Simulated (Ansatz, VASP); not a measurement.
# Mg: VASP beside Ansatz

File INCAR:

```
SYSTEM = Mg
ALGO = Fast ; EDIFF = 1E-6
ENCUT = 520 ; GGA = PS
ISIF = 2 ; ISMEAR = -1
LASPH = .True. ; LCHARG = .False.
LREAL = .False. ; LWAVE = .False.
NBANDS = 9 ; NELM = 80
PREC = Accurate ; SIGMA = 0.05
```

File KPOINTS:

```
k-points
0
Gamma
  10 10 5
  0 0 0
```

POSCAR

```
Mg
1.0
    3.2093000000     -0.0320930000      0.0000000000
   -1.6324433533      2.7953818284      0.0000000000
    0.0000000000      0.0000000000      5.2103000000
Mg
2
Direct
    0.6666666667      0.3333333333      0.7500000000
    0.3333333333      0.6666666667      0.2500000000
```

The input input.yaml:

```yaml
crystal:
  lattice:
    - [3.2093, -0.032093, 0.0]
    - [-1.6324433533, 2.7953818284, 0.0]
    - [0.0, 0.0, 5.2103]
  atoms:
    - { symbol: Mg, position: [0.6666666667, 0.3333333333, 0.75] }
    - { symbol: Mg, position: [0.3333333333, 0.6666666667, 0.25] }
kpoints:
  mp_grid: { grid: [10, 10, 5] }
scf:
  occupations: { method: fermi_dirac, width: 0.05 }
hamiltonian:
  xc: pbesol
  pseudopotentials: { kind: all_electron, lapw: { basis_error: 0.001 } }
output:
  forces: true
  stress: true
  eigenvalues: true
```

Change from the starting cell: strain_shear_xy = -0.02.

Alike in both runs: task single point; functional PBEsol; k mesh 10 × 10 × 5; occupations fermi-dirac, width 0.05 eV; no spin polarisation.

|  | VASP | Ansatz |
| --- | --- | --- |
| version | VASP 6.6.1 | Ansatz 0.2.0 |
| potentials or method | VASP PAW PBE potentials, release 64 (Mg) | all-electron LAPW, scalar-relativistic |
| plane-wave cutoff (eV) | 520 | see its input |

|  | VASP | Ansatz | Ansatz less VASP |
| --- | --- | --- | --- |
| gap on the k mesh at the Fermi level (eV) | none | none | - |
| pressure (GPa) | -1.1 | -1.1 | +0.04 |
| largest component of the traceless stress (GPa) | 0.77 | 0.77 | +0.006 |
| rms of the force components (eV/Å) | 0.009 | 0.009 | -0.0001 |

Atom by atom the forces differ by 0.000 eV/Å (rms over components). A gap of «none» marks a metal or a gap that the smearing closes. Ansatz ran all-electron here, so the differences hold the error of VASP's frozen core and of both bases.

Caveats: the PAW data sets were made with another functional, which shifts forces and pressure a little (VASP).
